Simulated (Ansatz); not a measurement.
# Ru: the cost of one run

Method: DFT PBE, scalar-relativistic, plane waves, PAW, in Ansatz 0.2.0.

2 further runs of the same task are left out: 2 set aside as unsound or not needed.

## Step 1: The system as given

It takes space group P6_3/mmc (No. 194, hexagonal). Conventional cell: a = 2.720 Å, b = 2.720 Å, c = 4.297 Å, α = 90.00°, β = 90.00°, γ = 120.00°. Ru (site symmetry -6m2) has 12 Ru at 2.66 to 2.72 Å as nearest neighbours.

As a file:

```
Ru
1.0
     2.72003    0.00000    0.00000
    -1.36001    2.35561    0.00000
     0.00000    0.00000    4.29677
Ru
2
Direct
  0.33333 0.66667 0.25000
  0.66667 0.33333 0.75000
```

It is the result of an earlier relaxation at this level (volume 13.77 Å³/atom; gap on the mesh: none (metal)).

## Step 2: Zero of energy

The reference gives a free energy of -11757.3963 eV, pressure -0.05 GPa, largest force 0.000 eV/Å and gap on the mesh none (metal). It was computed beforehand with the settings of the runs below.

## Step 3: The disturbance

Atom 2 moved 0.15 Å. Displacements in the unstrained cell, with the mean shift removed:

```tsv
atom	ux (Å)	uy (Å)	uz (Å)
Ru1	0.075	-0.001	-0.005
Ru2	-0.075	0.001	0.005
```

## Step 4: Single point of the disturbed structure

File input.yaml:

```yaml
crystal:
  lattice:
    - [2.7200250911, 0.0, 0.0]
    - [-1.3600125456, 2.3556108278, 0.0]
    - [0.0, 0.0, 4.2967694974]
  atoms:
    - { symbol: Ru, position: [0.3605904365, 0.6661644687, 0.2488335643] }
    - { symbol: Ru, position: [0.6394095635, 0.3338355313, 0.7511664357] }
basis:
  ecutwfc: 420
kpoints:
  mp_grid: { grid: [12, 12, 8] }
hamiltonian:
  xc: pbe
scf:
  occupations: { method: gaussian, width: 0.15 }
output:
  forces: true
  stress: true
  eigenvalues: true
```

Command:

```sh
$ ansatz run input.yaml --threads 2 --pin off --max-ram 5120MiB --backend cpu --events-out ev --progress --plain --runs-dir out
```

What time and memory should one allow on 2 threads of Arm Neoverse V1, shared host?

About 7.8 s, with a peak of 0.5 GiB.
